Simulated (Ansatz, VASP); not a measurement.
Two plane-wave programs on Si

```
Si
1.0
     0.00000    2.71535    2.71535
     2.71535    0.00000    2.71535
     2.71535    2.71535    0.00000
Si
2
Direct
  0.50000 0.50000 0.50000
  0.75000 0.75000 0.75000
```

Alike in both runs: task relaxation of cell and atoms; functional PBEsol; k mesh 6 × 6 × 6; occupations fermi-dirac, width 0.05 eV; no spin polarisation.

|  | VASP | Ansatz |
| --- | --- | --- |
| version | VASP 6.6.1 | Ansatz 0.2.0 |
| potentials or method | VASP PAW PBE potentials, release 64 (Si) | plane waves (420 eV) with PAW, scalar-relativistic |
| plane-wave cutoff (eV) | 600 | 420 |
| valence electrons in the cell | 8 | 8 |

|  | VASP | Ansatz | Ansatz less VASP |
| --- | --- | --- | --- |
| relaxed volume (Å³/atom) | 20.09 | 20.07 | -0.023 |
| relaxed cell length with the largest relative difference (Å) | 3.845 | 3.843 | -0.0015 |

Ansatz warned: «pseudo_functional_mismatch».

Caveats: the PAW data sets were made with another functional, which shifts forces and pressure a little (VASP). A k mesh can miss the band edges. Zero-point motion and thermal expansion aren't in these numbers.
